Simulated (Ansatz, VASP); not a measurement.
## Ga2SeS (Ga2SSe monolayer) in two plane-wave programs

Aim: how closely do two programs agree when they are given the same cell, functional and k mesh? Of the first pair: The structure shown is the start of the Ansatz relaxation below; VASP solves that cell, so the two are compared at the walk's first step.

Method: plane waves, with VASP 6.6.1 beside it; single point at PBE, in Ansatz 0.2.0.

## 1. Set-up

The cell holds 4 atoms: 1 Se, 2 Ga and 1 S. Cell: a = 3.705 Å, b = 3.705 Å, c = 32.759 Å, α = 90.0°, β = 90.0°, γ = 120.0°. Vacuum lies along c. The height across the vacuum is the one that the program set for its solve, not the one typed.

## 2. Ansatz: relaxation, PBE

Ansatz runs on its default PAW (the set named soft_2) files.

The two programs are compared at the cell with which this relaxation starts, whose forces are those of its first step.

Input file input.yaml:

```yaml
crystal:
  lattice:
    - [3.705, 0.0, 0.0]
    - [-1.8525, 3.208624121, 0.0]
    - [0.0, 0.0, 18.4796752993]
  atoms:
    - { symbol: Se, position: [0.3333333333, 0.6666666667, 0.3787945344] }
    - { symbol: Ga, position: [0.0, 0.0, 0.4434329971] }
    - { symbol: Ga, position: [0.0, 0.0, 0.575469949] }
    - { symbol: S, position: [0.3333333333, 0.6666666667, 0.6212054656] }
  periodic: [true, true, false]
kpoints:
  mp_grid: { grid: [9, 9, 1] }
hamiltonian:
  xc: pbe
scf:
  occupations: { method: fermi_dirac, width: 0.05 }
relax:
  f_tol: 0.01
  max_steps: 90
  cell: {}
```

The run is started by

```sh
$ ansatz run input.yaml --threads 4 --pin off --max-ram 8192MiB --backend cpu --events-out ev --progress --plain --runs-dir out
```

Numbers of over 12 decimals in the logs are rounded to 6 here.

The log of the run:

```text
Warning: crystal.periodic: the lattice vector that does not repeat stood 0.000° off the slab's normal, 18.480 Å along it as the deck builds it. The run solves the slab on a vector along the normal, 32.759 Å long, with every atom where it was (on the deck's vector they left 14.00 Å outside them, and the widest stretch free of ions among them is 2.44 Å). A fractional position that the run reports is one of the run's ce [...]
crystal.periodic: the lattice vector that does not repeat stood 0.000° off the slab's normal, 18.480 Å along it as the deck builds it. The run solves the slab on a vector along the normal, 32.759 Å long, with every atom where it was (on the deck's vector they left 14.00 Å outside them, and the widest stretch free of ions among them is 2.44 Å). A fractional position that the run reports is one of the run's cell, which [...]
Engine: ansatz 0.2.0, x86_64-unknown-linux-gnu
Pseudopotentials: kind: paw
Pseudopotential: Se, paw, valence charge 16, recommended cutoff 420 eV (normal), Se.paw.azcp
Pseudopotential: Ga, paw, valence charge 13, recommended cutoff 420 eV (normal), Ga.paw.azcp
Pseudopotential: S, paw, valence charge 6, recommended cutoff 420 eV (normal), S.paw.azcp
Functional definition: PBE
  parameter kappa = 0.804
  parameter beta = 0.066725
  exchange = pbe_x(kappa = kappa, mu = beta*pi^2/3)
  correlation = pbe_c(beta = beta)
Crystal: 4 atoms, lattice volume = 389.442 Å³
Basis set: ecut = 420 eV, 7609 PW (Γ), exchange–correlation on 50×50×450 points (8 copies of the dense FFT grid, shifted against one another)
Bands: 29, of which v1, the nominal top of the filled ones, is band 24 counted from 1 (23 counted from 0)
Symmetry: 6 space group operations
Space group: P3m1 (ITA 156), of the structure as read, at distance tolerance 7.3e-5 Å
k-points: 12 of 81 (time reversal used)
Non-local potential: Se, projectors of the file, l = 0: 2, l = 1: 2, l = 2: 3, l = 3: 1
Non-local potential: Ga, projectors of the file, l = 0: 2, l = 1: 2, l = 2: 3, l = 3: 1
Non-local potential: S, projectors of the file, l = 0: 2, l = 1: 2, l = 2: 2
PAW form: soft (Blöchl's): semilocal exchange-correlation on the pseudo side does not see the compensation charge
PAW one-centre angular grid: Se, 590 points (default); XC on 64 Gauss nodes
PAW one-centre angular grid: Ga, 590 points (default); XC on 64 Gauss nodes
PAW one-centre angular grid: S, 110 points (default); XC on 64 Gauss nodes
Initial density: superposition of atomic densities (neutral atoms: chi_scale 0, normalization atom), corrected by the library's trained network
Initial wavefunctions: pseudopotential atomic-orbital guess
Functional: x = pbe(κ = 0.804, μ = 0.219515), c = pbe(β = 0.066725)
[...]
preconditioner: auto → Resta (q_TF=auto, 1.923 Å⁻¹)  ε∞=1.7  [insulator: Δε(μ)=2.061 eV  Ē_g=14.184 eV  σ=0.050 eV  W_gap=1.00  n_scr=20 (ndim 8)  ℏωp=11.6 eV  f_vac=0.746  D(μ)=0.00/eV (n_scr^D=0)  ε∞_Penn≈1.7  vacuum switching on, ρ_ref=1.5e-2 e/Å³]
SCF iter   2: F=—  HF=-13939.640133 eV  |F-HF|=—  |Δ(HF+E_count)|=   1.04e-3  Δρ=7.37e-4  dr2=1.90e-2  ethr=1.56e-5  ⟨swp⟩=3.8  Hψ=516  notcnv=0  recentre
SCF iter   3: F=—  HF=-13939.638181 eV  |F-HF|=—  |Δ(HF+E_count)|=   1.95e-3  Δρ=3.52e-4  dr2=1.05e-3  ethr=1.56e-5  ⟨swp⟩=3.1  Hψ=538  notcnv=0  defer=4
SCF iter   4: F=—  HF=-13939.637986 eV  |F-HF|=—  |Δ(HF+E_count)|=   1.95e-4  Δρ=7.08e-5  dr2=1.69e-5  ethr=2.18e-6  ⟨swp⟩=2.3  Hψ=588  notcnv=0  defer=5
SCF iter   5: F=—  HF=-13939.638034 eV  |F-HF|=—  |Δ(HF+E_count)|=   4.81e-5  Δρ=2.44e-5  dr2=3.30e-6  ethr=3.52e-8  ⟨swp⟩=3.0  Hψ=718  notcnv=0  defer=5
SCF iter   6: F=-13939.638034 eV  HF=-13939.638034 eV  |F-HF|=2.98e-9  |Δ(HF+E_count)|=   1.20e-7  Δρ=8.81e-6  dr2=3.34e-7  ethr=8.33e-10  ⟨swp⟩=4.9  Hψ=1898  notcnv=0
SCF 3 converged in 6 iterations: F = -13939.638034 eV  dr2 = 3.34e-7
relax step   3: F+E_penalty+E_count = -13939.63803399 eV  Δ(F+E_penalty+E_count) = -6.777e-3 eV  max|allowed force component| = 5.951e-2 eV/Å  Δτ_max = 0.0159 Å  P = +0.285 N/m  Ω = 391.369 Å³  energy of the carried Pulay correction = -8.933e-5 eV  fix = [c, alpha, beta]  reactions: c +0.000 N/m  (6 SCF iters, dr2 threshold 4.00e-7 eV, accepted)
[...]
relax step   4: F+E_penalty+E_count = -13939.63850596 eV  Δ(F+E_penalty+E_count) = -4.720e-4 eV  max|allowed force component| = 1.589e-2 eV/Å  Δτ_max = 0.0012 Å  P = +0.065 N/m  Ω = 392.718 Å³  energy of the carried Pulay correction = -1.516e-4 eV  fix = [c, alpha, beta]  reactions: c +0.000 N/m  (5 SCF iters, dr2 threshold 2.21e-7 eV, accepted)
[...]
relax step   5: F+E_penalty+E_count = -13939.63852458 eV  Δ(F+E_penalty+E_count) = -1.862e-5 eV  max|allowed force component| = 6.248e-4 eV/Å  Δτ_max = 0.0009 Å  P = +0.001 N/m  Ω = 393.169 Å³  energy of the carried Pulay correction = -1.724e-4 eV  fix = [c, alpha, beta]  reactions: c +0.000 N/m  (6 SCF iters, dr2 threshold 1.58e-8 eV, accepted)
[...]
relax step   6: F+E_penalty+E_count = -13939.63869196 eV  Δ(F+E_penalty+E_count) = -1.674e-4 eV  max|allowed force component| = 5.977e-4 eV/Å  Δτ_max = 0.0000 Å  P = -0.000 N/m  Ω = 393.169 Å³  fix = [c, alpha, beta]  reactions: c -0.000 N/m  stress off target by 4.50e-4 N/m on what of the cell is left free  SCF on the basis re-selected at this cell (its energy is not comparable with the rows above)  (8 SCF iters)
basis re-selected at this cell: Δ(F+E_penalty+E_count) = -1.674e-4 eV, ΔP = -0.001 N/m vs the last step (what re-selecting the basis moved, of the pressure what is left beyond the Pulay correction that the steps carried, after the strain that the cell walked since its last selection, with what the two solves' SCF thresholds leave and, on support functions, any second-order correction that the steps lacked; it is no m [...]
SCF converged after 8 iterations
Free energy (F): -13939.638692 eV
Harris-Foulkes:  -13939.638692 eV  (|F-HF|=1.14e-8)
Internal energy: -13939.638692 eV  (E = F + TS)
E sigma→0 (E₀):  -13939.638692 eV
Fermi energy:    -4.944378 eV
--- Per-component energies (eV) ---
  E_band       = -1128.210899
  E_kinetic    = 454.352549
  E_local      = -112374.372302  (includes V_loc(G=0)·N_el)
  E_nonlocal   = 282.658327
  E_hartree    = 55709.112010
  E_xc         = -338.168258
  E_vxc        = -299.717962  (∫ρ·V_xc dr)
  E_paw        = -6489.770806  (= ΣΔE_a)
  E_vpaw       = -609.354697  (= ΣTr[D̂ρ^β])
  E_aug_tail   = -0.000792  (compensation charges beyond the density's cutoff)
  E_ewald      = 48816.550580
  E_smearing   = -0.000000  (= −TS)
  E_closure    = 0.000000  (closes the sum)
  Σ components = -13939.638692   (vs F -13939.638692, Δ=0.00e0)
--- Forces (eV/Å), atoms counted from 1 ---
  atom   1  Se     0.00000000     0.00000000    -0.00059759
  atom   2  Ga    -0.00000000    -0.00000000     0.00012499
  atom   3  Ga    -0.00000000    -0.00000000     0.00030291
  atom   4  S      0.00000000     0.00000000     0.00017003
  max |Σ_I F_I| component: 3.33e-7 eV/Å
--- 2D stress c σ (N/m, compression-positive) ---
       -0.000450      -0.000000       0.000000
       -0.000000      -0.000450      -0.000000
        0.000000      -0.000000      -0.000000
  P = ½ c Tr σ = -0.0004 N/m
--- Relaxed structure (5 steps of the walk, 5 accepted, 1 SCFs on fresh bases) ---
  F+E_penalty+E_count = -13939.63869196 eV   max|allowed force component| = 5.977e-4 eV/Å   (the final SCF, on the basis selected at the relaxed cell)
  cell:  # Å, volume = 393.1694 Å³
    - [3.722690, 0.0, 0]
    - [-1.861345, 3.223944, 0]
    - [0, 0, 32.759351]
  atoms:
    - { symbol: Se, position: [0.333333, 0.666667, 0.211337] }
    - { symbol: Ga, position: [-2.043213895015991e-18, 3.700743415201777e-17, 0.248340] }
    - { symbol: Ga, position: [-1.0236395409370735e-18, 3.700743415201777e-17, 0.323722] }
    - { symbol: S, position: [0.333333, 0.666667, 0.355473] }
```

## 3. VASP: single point, PBE, start cell, pair 1

The same cell, functional, mesh and smearing now go to VASP, with its own data sets.

Lines of VASP's logs that name or quote its potential files are left out, and so is its time.

Input file INCAR:

```
SYSTEM = Ga2SeS
PREC = Accurate
ENCUT = 400
EDIFF = 1E-06
NELM = 120
ISMEAR = -1
SIGMA = 0.05
LREAL = .FALSE.
ALGO = Normal
GGA = PE
NBANDS = 25
LORBIT = 11
LWAVE = .FALSE.
LCHARG = .FALSE.
ISIF = 2
LDIPOL = .TRUE.
IDIPOL = 3
DIPOL = 0.5 0.5 0.285
LVHAR = .TRUE.
LASPH = .TRUE.
GGA_COMPAT = .FALSE.
EFERMI = MIDGAP
NELMDL = -8
```

Input file POSCAR:

```
Ga2SeS
1.0
    3.7050000000      0.0000000000      0.0000000000
   -1.8525000000      3.2086240000      0.0000000000
    0.0000000000      0.0000000000     32.7593510000
Se Ga S
1 2 1
Direct
    0.3333333853      0.6666667706      0.2136794468
    0.0000000520      0.0000001039      0.2501422571
    0.0000000520      0.0000001039      0.3246248071
    0.3333333853      0.6666667706      0.3504243720
```

Input file KPOINTS:

```
Automatic mesh
0
Gamma
9 9 1
0 0 0
```

Potentials, in the order of the species: Se, Ga_d and S (PBE family, release 64).

The run is started by

```sh
$ mpirun -np 1 vasp_std
```

The log of the run:

```text
[banner, memory and clock lines left out]
running    1 mpi-ranks, on    1 nodes
 distrk:  each k-point on    1 cores,    1 groups
 distr:  one band on    1 cores,    1 groups

 POSCAR found type information on POSCAR SeGaS
 POSCAR found :  3 types and       4 ions
 LDA part: xc-table for (Slater+PW92), standard interpolation
 POSCAR, INCAR and KPOINTS ok, starting setup
 FFT: planning ... GRIDC
 FFT: planning ... GRID_SOFT
 FFT: planning ... GRID
 WAVECAR not read
 entering main loop
       N       E                     dE             d eps       ncg     rms          rms(c)
DAV:   1     0.235056897484E+03    0.23506E+03   -0.14554E+04   688   0.107E+03
DAV:   2     0.138490897015E+02   -0.22121E+03   -0.21533E+03   743   0.252E+02
DAV:   3    -0.150665873970E+02   -0.28916E+02   -0.28740E+02   874   0.959E+01
DAV:   4    -0.161320114689E+02   -0.10654E+01   -0.10635E+01   878   0.208E+01
DAV:   5    -0.161464018660E+02   -0.14390E-01   -0.14384E-01   888   0.238E+00
DAV:   6    -0.161467990713E+02   -0.39721E-03   -0.39717E-03   888   0.374E-01
DAV:   7    -0.161468097246E+02   -0.10653E-04   -0.10653E-04   872   0.634E-02
DAV:   8    -0.161468100023E+02   -0.27765E-06   -0.27732E-06   760   0.997E-03    0.742E+00
DAV:   9    -0.157571419696E+02    0.38967E+00   -0.72787E-01   880   0.200E+01    0.487E+00
DAV:  10    -0.157114738592E+02    0.45668E-01   -0.63822E-01   822   0.695E+00    0.831E-01
DAV:  11    -0.157054057281E+02    0.60681E-02   -0.13765E-01   816   0.530E+00    0.835E-01
DAV:  12    -0.157062532415E+02   -0.84751E-03   -0.10863E-02   768   0.941E-01    0.265E-01
DAV:  13    -0.157055174314E+02    0.73581E-03   -0.27535E-03   823   0.857E-01    0.278E-01
DAV:  14    -0.157054611928E+02    0.56239E-04   -0.15441E-03   719   0.435E-01    0.680E-02
[...]
DAV:  19    -0.157058037611E+02   -0.14485E-03   -0.92252E-06   594   0.153E-02    0.453E-03
DAV:  20    -0.157058947522E+02   -0.90991E-04   -0.78985E-06   628   0.120E-02    0.329E-03
DAV:  21    -0.157059293799E+02   -0.34628E-04   -0.12828E-06   566   0.481E-03    0.148E-03
DAV:  22    -0.157059450817E+02   -0.15702E-04   -0.28487E-07   560   0.282E-03    0.813E-04
DAV:  23    -0.157059558335E+02   -0.10752E-04   -0.21159E-07   494   0.400E-03    0.536E-04
DAV:  24    -0.157059574394E+02   -0.16059E-05   -0.77628E-08   544   0.207E-03    0.389E-04
DAV:  25    -0.157059588207E+02   -0.13813E-05   -0.29756E-08   512   0.114E-03    0.140E-04
DAV:  26    -0.157059593151E+02   -0.49444E-06   -0.10088E-08   480   0.731E-04
   1 F= -.15705959E+02 E0= -.15705959E+02  d E =-.158554E-07
```

OUTCAR, selected parts (step 3):

```text
ion  position               nearest neighbor table
   1  0.333  0.667  0.214-   2 2.45   2 2.45   2 2.45
   2  0.000  0.000  0.250-   3 2.44   1 2.45   1 2.45   1 2.45
   3  0.000  0.000  0.325-   4 2.30   4 2.30   4 2.30   2 2.44
   4  0.333  0.667  0.350-   3 2.30   3 2.30   3 2.30

  LATTYP: Found a hexagonal cell.
 ALAT       =     3.7050000000
 C/A-ratio  =     8.8419300945

 Subroutine GETGRP returns: Found  6 space group operations
 (whereof  6 operations were pure point group operations)

The static configuration has the point symmetry C_3v.

 Found     12 irreducible k-points:

   k-points           NKPTS =     12   k-points in BZ     NKDIM =     12   number of bands    NBANDS=     25

   dimension x,y,z NGX =    24 NGY =   24 NGZ =  216
   dimension x,y,z NGXF=    48 NGYF=   48 NGZF=  432

   ENCUT  =  400.0 eV  29.40 Ry    5.42 a.u.   6.04  6.04 53.42*2*pi/ulx,y,z

   NELECT =      38.0000    total number of electrons

 k-points in reciprocal lattice and weights: Automatic mesh
   0.00000000  0.00000000  0.00000000       0.012
   0.11111111  0.00000000  0.00000000       0.074
   0.22222222  0.00000000  0.00000000       0.074
   0.33333333  0.00000000  0.00000000       0.074
   0.44444444  0.00000000  0.00000000       0.074
   0.11111111  0.11111111  0.00000000       0.074
   0.22222222  0.11111111  0.00000000       0.148
   0.33333333  0.11111111  0.00000000       0.148
   0.44444444  0.11111111  0.00000000       0.074
   0.22222222  0.22222222  0.00000000       0.074
   0.33333333  0.22222222  0.00000000       0.148
   0.33333333  0.33333333  0.00000000       0.025

 dipolmoment           0.000000      0.000000     -0.018993 electrons x Angstroem

 average (electrostatic) potential at core
       1 -61.1431       2 -73.2227       3 -73.8364       4 -95.1583

 E-fermi :  -2.7224

 k-point     1 :       0.0000    0.0000    0.0000
  band No.  band energies     occupation
    ...
     15      -5.6528      2.00000
     16      -5.6528      2.00000
     17      -3.8842      2.00000
     18      -3.8842      2.00000
     19      -3.7813      2.00000
     20      -1.9805      0.00000
     21      -0.4621      0.00000
     22       0.8610      0.00000
     23       0.8610      0.00000
     24       1.5073      0.00000
    ...

 k-point     2 :       0.1111    0.0000    0.0000
  band No.  band energies     occupation
    ...
     15      -6.3533      2.00000
     16      -5.8314      2.00000
     17      -4.8070      2.00000
     18      -4.0895      2.00000
     19      -3.6042      2.00000
     20      -1.3401      0.00000
     21       0.0655      0.00000
     22       0.6214      0.00000
     23       1.1721      0.00000
     24       1.6673      0.00000
    ...

 k-point     3 :       0.2222    0.0000    0.0000
  band No.  band energies     occupation
    ...
     15      -6.8600      2.00000
     16      -6.2284      2.00000
     17      -5.8339      2.00000
     18      -4.5341      2.00000
     19      -3.6604      2.00000
     20      -1.0515      0.00000
     21      -0.2990      0.00000
     22       1.3413      0.00000
     23       1.7575      0.00000
     24       1.8030      0.00000
    ...

  Total        2.1470580      2.1470579      2.1009026      0.0000000      0.0000000      0.0000000
  in kB        8.8330774      8.8330767      8.6431921      0.0000000      0.0000000      0.0000000
  external PRESSURE =       8.7697820 kB  Pullay stress =       0.0000000 kB

  energy-cutoff  :      400.00
  volume of cell :      389.44
      direct lattice vectors                 reciprocal lattice vectors
     3.705000000  0.000000000  0.000000000     0.269905533  0.155830038  0.000000000
    -1.852500000  3.208624000  0.000000000     0.000000000  0.311660076  0.000000000
     0.000000000  0.000000000 32.759351000     0.000000000  0.000000000  0.030525635

 POSITION                                       TOTAL-FORCE (eV/Angst)
 -----------------------------------------------------------------------------------
      0.00000      2.13908      7.00000         0.000000     -0.000000     -0.253478
      0.00000      0.00000      8.19450         0.000000     -0.000000     -0.017872
      0.00000      0.00000     10.63450         0.000000      0.000000     -1.209506
      0.00000      2.13908     11.47968        -0.000000      0.000000      1.480857
 -----------------------------------------------------------------------------------
    total drift:                                0.000001     -0.000475      0.001824

  FREE ENERGIE OF THE ION-ELECTRON SYSTEM (eV)
  ---------------------------------------------------
  free  energy   TOTEN  =       -15.7059593151 eV

  energy  without entropy=      -15.7059592993  energy(sigma->0) =      -15.70595931

 vacuum level on the upper side and lower side of the slab         1.953         2.242

 total charge
# of ion       s       p       d       tot
------------------------------------------
    1        1.468   2.370   0.032   3.870
    2        0.900   0.767   9.997  11.663
    3        0.877   0.786  10.027  11.690
    4        1.333   2.422   0.000   3.755
--------------------------------------------------
tot          4.578   6.344  20.056  30.978

[... 3 further parts left out ...]
```

## 4. Side by side

Known differences besides the potentials themselves: Ansatz cuts the interaction across the vacuum, VASP repeats the sheet with a dipole correction; the data sets hold 48 valence electrons in Ansatz (on its default PAW (the set named soft_2) files) and 38 in VASP; the cutoff is 420 eV in Ansatz and 400 eV in VASP. Total energies have different zeros and are not compared.

Forces (eV/Å; atoms numbered as in POSCAR):

| atom | Ansatz x, y, z | VASP x, y, z |
| --- | --- | --- |
| Se1 | 0.000, 0.000, -0.224 | 0.000, 0.000, -0.253 |
| Ga2 | 0.000, 0.000, -0.044 | 0.000, 0.000, -0.018 |
| Ga3 | 0.000, 0.000, -1.195 | 0.000, 0.000, -1.210 |
| S4 | 0.000, 0.000, 1.463 | 0.000, 0.000, 1.481 |

The forces differ by 13 meV/Å r.m.s., which is 2.4 % of the r.m.s. force of 0.557 eV/Å (both taken over all components). With vacuum in the cell, a pressure given here is an average over mostly empty space and none of the material.

(Continued in part 2 of 2.)

[Lines on the potential files, build, host, timing and source positions are cut from VASP's logs without a mark.]

[Logs are printed without paths, hosts, clocks, repeated set-up lines and the standing remarks that a program may print on its own settings, such as how far it seeks lower states.]

[Hosts, paths, dates, database ids (printed as entryN), source tags and the programs' standing remarks are cut or masked in the printed files.]
